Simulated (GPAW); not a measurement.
**NaCl (Fm-3m): G0W0 on several meshes in GPAW**

Wanted: mesh dependence and cost of G0W0 for NaCl (Fm-3m).

Method: PBE and many-body steps on it, plane waves, in GPAW 26.7.0.

The database entry behind the starting cell differs from later determinations by our own check (an axis about 0.4 % short against later determinations), so it need not match the best structure at ambient conditions.

## (1) Set-up

It takes space group Fm-3m (No. 225, cubic). Conventional cell: a = 5.620 Å, b = 5.620 Å, c = 5.620 Å, α = 90.00°, β = 90.00°, γ = 90.00°. Nearest to Na lie 6 Cl at 2.81 Å. Nearest to Cl lie 6 Na at 2.81 Å. Farther neighbours and most contacts between anions are not listed.

Coordinates:

```xyz
2
Lattice="0.0000 2.8100 2.8100 2.8100 0.0000 2.8100 2.8100 2.8100 0.0000" Properties=species:S:1:pos:R:3 pbc="T T T"
Na    0.0000    0.0000    0.0000
Cl    2.8100    2.8100    2.8100
```

The cell and positions come from the Crystallography Open Database and are kept as given unless a step says otherwise.

## (2) Empty states on the mesh, 6×6×6 mesh, 669 bands

This step: GPAW 26.7.0; DFT, PBE, plane waves, PAW.

The sums over transitions need many empty states on a uniform mesh; this step solves for them.

File run.py:

```python
import json
import numpy as np
from gpaw.mpi import world
from gpaw import GPAW

calc = GPAW('gs.gpw').fixed_density(kpts={'size': (6, 6, 6), 'gamma': True},
    parallel={'domain': 1, 'band': 1},
    txt='nscf.txt')
calc.diagonalize_full_hamiltonian(nbands=669)
calc.write('full.gpw', mode='all')
res = {}
kpts = calc.get_ibz_k_points()
res['kpts'] = kpts
res['eigenvalues'] = [calc.get_eigenvalues(kpt=k) for k in range(len(kpts))]
res['n_electrons'] = calc.get_number_of_electrons()

if world.rank == 0:
    with open('result.json', 'w') as f:
        json.dump(res, f, default=lambda x: x.tolist())
```

Launch:

```console
mpirun -n 4 gpaw python run.py
```

Numbers of over 12 decimals in the logs are rounded to 6 here.

The log of the run:

```text
Diagonalizing LCAO Hamiltonian
Converting LCAO to pw mode
convergence criteria:
- Maximum integral of absolute [eigenst]ate change: 4e-08 eV^2 / valence electron
maximum number of iterations: 100

SCF iterations
|iter     |     time |      energy | eigst |  dens |
|iter:   1|  |             | +1.51 |       |
|iter:   2|  |             | +0.31 |       |
|iter:   3|  |             | -1.02 |       |
[...]
|iter:   7|  |             | -5.38 |       |
|iter:   8|  |             | -6.45 |       |
|iter:   9|  |             | -7.56c|       |
SCF steps: 9
  __  _  _
 | _ |_)|_||  |
 |__||  | ||/\| - 26.7.0

Input parameters:
  mode=PW(ecut=450.000000),
  convergence={'density': 1e-06, 'bands': -3},
  gpts=array([20, 20, 20]),
  kpts=MonkhorstPack(size=(6, 6, 6), gamma=True),
  maxiter=100,
  nbands=14,
  occupations=Occupations(name='fermi-dirac', width=0.001, fixmagmom=False),
  parallel={'domain': 1, 'band': 1},
  xc=XC(name='PBE')
Matrix size: 962x962
# Writing to full.gpw (mode='all')
  [... matrices ...]

timing:  # [seconds]
  Total: 6.231  # ━━━━━━━━━━━━━━━━━━━━━━━━━━━━━━━━━━━━━━━━━━━━━━━━━━━━━━━━━━━
```

Wall time 12 s (4 MPI ranks of Intel Xeon Platinum 8375C at 2.90GHz (Ice Lake), shared host); peak memory 1.1 GiB.

Numbers from this step:

* gap: 5.159 eV
* k of the valence top: 0, 0, 0
* k of the conduction bottom: 0, 0, 0
* least direct gap: 5.159 eV
* k points computed: 16
* lowest point of the top converged band, above the valence top: 343.5252 eV

On this mesh the gap is 5.159 eV.

## (3) 6×6×6

Now the one-shot GW correction: screening in the RPA, then the self-energy of the levels asked for.

This step: G0W0 on PBE, plane waves, PAW.

File run.py:

```python
import json
import numpy as np
from gpaw.mpi import world
from gpaw.response.g0w0 import G0W0

gw = G0W0('full.gpw',
    filename='gw',
    kpts=[0],
    bands=(5, 9),
    ecut=210,
    nbands=306,
    integrate_gamma='WS',
    ppa=True)
gw.calculate()
res = {mode: {k: v for k, v in r.items() if k != 'sigma_eskwn'}
       for mode, r in gw.all_results.items()}

if world.rank == 0:
    with open('result.json', 'w') as f:
        json.dump(res, f, default=lambda x: x.tolist())
```

Launch:

```console
mpirun -n 4 gpaw python run.py
```

The log of the run:

```text
Using integrator: PointIntegrator
FrequencyGridDescriptor(from 0.000+0.000j to 0.000+27.211j eV, 2 points)
Nonperiodic BCs:  [False False False]
Using integrator: PointIntegrator
FrequencyGridDescriptor(from 0.000+0.000j to 0.000+27.211j eV, 2 points)
Nonperiodic BCs:  [False False False]
  ___  _ _ _
 |   || | | |
 | | || | | |
 |__ ||_____|
 |___|

BZ k-points: Symmetries present (total): 48

  [... matrices ...]
216 k-points: 6 x 6 x 6 Monkhorst-Pack grid + [1/12,1/12,1/12]
16 k-points in the irreducible part of the Brillouin zone
       k-points in crystal coordinates                weights
   0:     0.00000000    0.00000000    0.00000000          1/216
   1:     0.16666667    0.16666667    0.00000000          6/216
   2:     0.16666667    0.16666667    0.16666667          8/216
   3:     0.33333333    0.16666667    0.16666667         12/216
   4:     0.33333333    0.33333333   -0.33333333         12/216
   5:     0.33333333    0.33333333    0.00000000          6/216
   6:     0.33333333    0.33333333    0.16666667         24/216
   7:     0.33333333    0.33333333    0.33333333          8/216
   8:     0.50000000    0.33333333   -0.33333333         24/216
   9:     0.50000000    0.33333333   -0.16666667         12/216
          ...
  15:     0.50000000    0.50000000    0.50000000          4/216

Distributing spins, k-points and bands (1 x 1 x 4) over 4 processes
Number of blocks: 1

Quasi particle states:
k-points (IBZ indices): [0]
Band range: (5, 9)
  [... matrices ...]
Computational parameters:
Plane wave cut-off: 210 eV
Number of bands: 306
Coulomb cutoff: None
Broadening: 0.1 eV

fxc modes: GW
Kernel: RPA
Using Godby-Needs plasmon-pole approximation:
  Fitting energy: i*E0, E0 = 1.000 Hartree
Summing all q:

Calculating screened Coulomb potential
No Coulomb truncation
FrequencyGridDescriptor(from 0.000+0.000j to 0.000+27.211j eV, 2 points)
Removing empty qpoint cache files...

Calculating chi0 body with:
    Ground state adapter containing:
    Number of spins: 1
    Number of kpoints: 216
    Number of irreducible kpoints: 16
    Number of completely occupied states: 7
    Number of partially occupied states: 7
    Occupied states memory: 0.8544921875 M / cpu

    Linear response parametrization:
    q_c: [1.3877787807814457e-17, 1.3877787807814457e-17, 1.3877787807814457e-17]
    Number of frequency points: 2
    Planewave cutoff: 210.0
    Number of bands: 306
    Number of planewaves: 331
    Broadening (eta): 1e-06
    comm.size: 4
    kncomm.size: 4
    blockcomm.size: 1

    Memory estimate of potentially large arrays:
        chi0_wGG: 3.343536 M / cpu
Integrating chi0 body.

Symmetries of q_c:
    Direct symmetries (Uq -> q): 48
    Indirect symmetries (TUq -> q): 0
In total 48 allowed symmetries.

  [... matrices ...]
16 groups of equivalent kpoints. 92.592593% reduction.

Integral kind: response function
Integrating chi0 head and wings.

Symmetries of q_c:
    Direct symmetries (Uq -> q): 48
    Indirect symmetries (TUq -> q): 0
In total 48 allowed symmetries.

  [... matrices ...]
16 groups of equivalent kpoints. 92.592593% reduction.

Integral kind: response function wings

Calculating chi0 body with:
    Ground state adapter containing:
    Number of spins: 1
    Number of kpoints: 216
    Number of irreducible kpoints: 16
    Number of completely occupied states: 7
    Number of partially occupied states: 7
[... the further q-points ...]

Results:
f:      Occupation numbers
eps:     KS-eigenvalues [eV]
vxc:     KS vxc [eV]
exx:     Exact exchange [eV]
sigma:   Self-energies [eV]
dsigma:  Self-energy derivatives
Z:       Renormalization factors
qp:      QP-energies [eV]

k-point 0 (0): (0.000, 0.000, 0.000)                GW
band       f     eps     vxc     exx   sigma  dsigma       Z      qp
                                                                   GW
   5   1.000  -0.462 -16.808 -21.118   1.699  -0.228   0.814  -2.588
   6   1.000  -0.462 -16.808 -21.118   1.699  -0.228   0.814  -2.588
   7   0.000   4.697  -9.282  -5.316  -3.093  -0.152   0.868   5.454
   8   0.000  10.591  -8.493  -3.714  -3.370  -0.159   0.863  11.807
```

Elapsed: 7.1 min, on 4 MPI ranks; peak memory 1.4 GiB.

This step gave:

- G0W0 gap on the points computed: 8.042 eV
- least direct G0W0 gap on the computed points: 8.042 eV
- Z at the valence top: 0.8142
- Z at the conduction bottom: 0.8679
- starting gap on the mesh: 5.159 eV
- k of the valence top: 0, 0, 0
- k of the conduction bottom: 0, 0, 0

The gap on the mesh goes from 5.16 eV to 8.04 eV, a correction of +2.88 eV.

## (4) Empty states on the mesh, 4×4×4 mesh, 316 bands

This step: DFT, PBE, plane waves, PAW.

File run.py:

```python
import json
import numpy as np
from gpaw.mpi import world
from gpaw import GPAW

calc = GPAW('gs.gpw').fixed_density(kpts={'size': (4, 4, 4), 'gamma': True},
    parallel={'domain': 1, 'band': 1},
    txt='nscf.txt')
calc.diagonalize_full_hamiltonian(nbands=316)
calc.write('full.gpw', mode='all')
res = {}
kpts = calc.get_ibz_k_points()
res['kpts'] = kpts
res['eigenvalues'] = [calc.get_eigenvalues(kpt=k) for k in range(len(kpts))]
res['n_electrons'] = calc.get_number_of_electrons()

if world.rank == 0:
    with open('result.json', 'w') as f:
        json.dump(res, f, default=lambda x: x.tolist())
```

Launch:

```console
mpirun -n 4 gpaw python run.py
```

The log of the run:

```text
Diagonalizing LCAO Hamiltonian
Converting LCAO to pw mode
convergence criteria:
- Maximum integral of absolute [eigenst]ate change: 4e-08 eV^2 / valence electron
maximum number of iterations: 100

SCF iterations
|iter     |     time |      energy | eigst |  dens |
|iter:   1|  |             | +1.47 |       |
|iter:   2|  |             | +0.44 |       |
|iter:   3|  |             | -0.79 |       |
|iter:   4|  |             | -2.65 |       |
|iter:   5|  |             | -4.29 |       |
|iter:   6|  |             | -5.68 |       |
|iter:   7|  |             | -7.04 |       |
|iter:   8|  |             | -7.52c|       |
SCF steps: 8
  __  _  _
 | _ |_)|_||  |
 |__||  | ||/\| - 26.7.0

Input parameters:
  mode=PW(ecut=450.000000),
  convergence={'density': 1e-06, 'bands': -3},
  gpts=array([20, 20, 20]),
  kpts=MonkhorstPack(size=(4, 4, 4), gamma=True),
  maxiter=100,
  nbands=14,
  occupations=Occupations(name='fermi-dirac', width=0.001, fixmagmom=False),
  parallel={'domain': 1, 'band': 1},
  xc=XC(name='PBE')
Matrix size: 982x982
# Writing to full.gpw (mode='all')
  [... matrices ...]

timing:  # [seconds]
  Total: 2.369  # ━━━━━━━━━━━━━━━━━━━━━━━━━━━━━━━━━━━━━━━━━━━━━━━━━━━━━━━━━━━
```

The job ended after 8.9 s (4 MPI ranks; peak memory 0.95 GiB; 34 s of CPU time).

Numbers from this step:

* gap: 5.159 eV
* k of the valence top: 0, 0, 0
* k of the conduction bottom: 0, 0, 0
* least direct gap: 5.159 eV
* k points computed: 8
* lowest point of the top converged band, above the valence top: 204.5959 eV

On this mesh the gap is 5.159 eV.

## (5) 4×4×4

This step: G0W0 on PBE, plane waves, PAW.

File run.py:

```python
import json
import numpy as np
from gpaw.mpi import world
from gpaw.response.g0w0 import G0W0

gw = G0W0('full.gpw',
    filename='gw',
    kpts=[0],
    bands=(5, 9),
    ecut=210,
    nbands=306,
    integrate_gamma='WS',
    ppa=True)
gw.calculate()
res = {mode: {k: v for k, v in r.items() if k != 'sigma_eskwn'}
       for mode, r in gw.all_results.items()}

if world.rank == 0:
    with open('result.json', 'w') as f:
        json.dump(res, f, default=lambda x: x.tolist())
```

Launch:

```console
mpirun -n 4 gpaw python run.py
```

The log of the run:

```text
Using integrator: PointIntegrator
FrequencyGridDescriptor(from 0.000+0.000j to 0.000+27.211j eV, 2 points)
Nonperiodic BCs:  [False False False]
Using integrator: PointIntegrator
FrequencyGridDescriptor(from 0.000+0.000j to 0.000+27.211j eV, 2 points)
Nonperiodic BCs:  [False False False]
  ___  _ _ _
 |   || | | |
 | | || | | |
 |__ ||_____|
 |___|

BZ k-points: Symmetries present (total): 48

  [... matrices ...]
64 k-points: 4 x 4 x 4 Monkhorst-Pack grid + [1/8,1/8,1/8]
8 k-points in the irreducible part of the Brillouin zone
       k-points in crystal coordinates                weights
   0:     0.00000000    0.00000000    0.00000000          1/64
   1:     0.25000000    0.25000000    0.00000000          6/64
   2:     0.25000000    0.25000000    0.25000000          8/64
[...]
6:     0.50000000    0.50000000    0.25000000         24/64
   7:     0.50000000    0.50000000    0.50000000          4/64

Distributing spins, k-points and bands (1 x 1 x 4) over 4 processes
Number of blocks: 1

Quasi particle states:
k-points (IBZ indices): [0]
Band range: (5, 9)
  [... matrices ...]
Computational parameters:
Plane wave cut-off: 210 eV
Number of bands: 306
Coulomb cutoff: None
Broadening: 0.1 eV

fxc modes: GW
Kernel: RPA
Using Godby-Needs plasmon-pole approximation:
  Fitting energy: i*E0, E0 = 1.000 Hartree
Summing all q:

Calculating screened Coulomb potential
No Coulomb truncation
FrequencyGridDescriptor(from 0.000+0.000j to 0.000+27.211j eV, 2 points)
Removing empty qpoint cache files...

Calculating chi0 body with:
    Ground state adapter containing:
    Number of spins: 1
    Number of kpoints: 64
    Number of irreducible kpoints: 8
    Number of completely occupied states: 7
    Number of partially occupied states: 7
    Occupied states memory: 0.8544921875 M / cpu

    Linear response parametrization:
    q_c: [0.0, 0.0, 0.0]
    Number of frequency points: 2
    Planewave cutoff: 210.0
    Number of bands: 306
    Number of planewaves: 331
    Broadening (eta): 1e-06
    comm.size: 4
    kncomm.size: 4
    blockcomm.size: 1

    Memory estimate of potentially large arrays:
        chi0_wGG: 3.343536 M / cpu
Integrating chi0 body.

Symmetries of q_c:
    Direct symmetries (Uq -> q): 48
    Indirect symmetries (TUq -> q): 0
In total 48 allowed symmetries.

  [... matrices ...]
8 groups of equivalent kpoints. 87.5% reduction.

Integral kind: response function
Integrating chi0 head and wings.

Symmetries of q_c:
    Direct symmetries (Uq -> q): 48
    Indirect symmetries (TUq -> q): 0
In total 48 allowed symmetries.

  [... matrices ...]
8 groups of equivalent kpoints. 87.5% reduction.

Integral kind: response function wings

Calculating chi0 body with:
    Ground state adapter containing:
    Number of spins: 1
    Number of kpoints: 64
    Number of irreducible kpoints: 8
    Number of completely occupied states: 7
    Number of partially occupied states: 7
    Occupied states memory: 0.8544921875 M / cpu

    Linear response parametrization:
[... the further q-points ...]

Results:
f:      Occupation numbers
eps:     KS-eigenvalues [eV]
vxc:     KS vxc [eV]
exx:     Exact exchange [eV]
sigma:   Self-energies [eV]
dsigma:  Self-energy derivatives
Z:       Renormalization factors
qp:      QP-energies [eV]

k-point 0 (0): (0.000, 0.000, 0.000)                GW
band       f     eps     vxc     exx   sigma  dsigma       Z      qp
                                                                   GW
   5   1.000  -0.462 -16.808 -21.132   1.705  -0.227   0.815  -2.596
   6   1.000  -0.462 -16.808 -21.132   1.705  -0.227   0.815  -2.596
   7   0.000   4.697  -9.282  -5.293  -3.108  -0.153   0.867   5.461
   8   0.000  10.591  -8.493  -3.711  -3.375  -0.162   0.861  11.801
```

Elapsed: 2.4 min, on 4 MPI ranks; peak memory 1.2 GiB.

Numbers from this step:

| Item | Value |
| --- | --- |
| G0W0 gap on the points computed | 8.058 eV |
| least direct G0W0 gap on the computed points | 8.058 eV |
| Z at the valence top | 0.8150 |
| Z at the conduction bottom | 0.8674 |
| starting gap on the mesh | 5.159 eV |
| k of the valence top | 0, 0, 0 |
| k of the conduction bottom | 0, 0, 0 |

Against G0W0 in GPAW (6×6×6 mesh, 306 bands, screening to 210 eV, Godby-Needs plasmon pole), the gap moves by +0.016 eV.

## (6) Side by side

Times are wall times on 4 MPI ranks of Intel Xeon Platinum 8375C at 2.90GHz (Ice Lake), shared host, good to a factor of about two.

```csv
run,mesh,bands,screening cutoff (eV),DFT gap (eV),gap on the mesh (eV),direct (eV),time
6×6×6,6×6×6,306,210,5.159,8.042,8.042,7.1 min
4×4×4,4×4×4,306,210,5.159,8.058,8.058,2.4 min
```

## (7) What came out

```json
{
  "6×6×6": "8.042 eV",
  "4×4×4": "8.058 eV",
  "known limits": "not at the basis limit; coarse k mesh"
}
```

4×4×4: +0.016 eV against 6×6×6. Bands and cutoff are finite, so the gap is not at the basis limit. The miss can reach some tenths of an eV and take either sign; the mesh is an error of its own. These stock PAW sets were not made for GW. In the G0W0 runs levels were corrected at 1 k point alone, so a gap called «on the mesh» is the least over those, and an edge elsewhere would be missed.

[Paths, hosts, dates, memory and timing lines, banners, echoed tables and standing remarks are left out of the program output.]

[Logs are printed without paths, hosts, clocks, repeated set-up lines and the standing remarks that a program may print on its own settings, such as how far it seeks lower states.]

[Runs of the session that timed out or met a known fault of the program may be left out.]

[Hosts, paths, dates, database ids (printed as entryN), source tags and the programs' standing remarks are cut or masked in the printed files.]
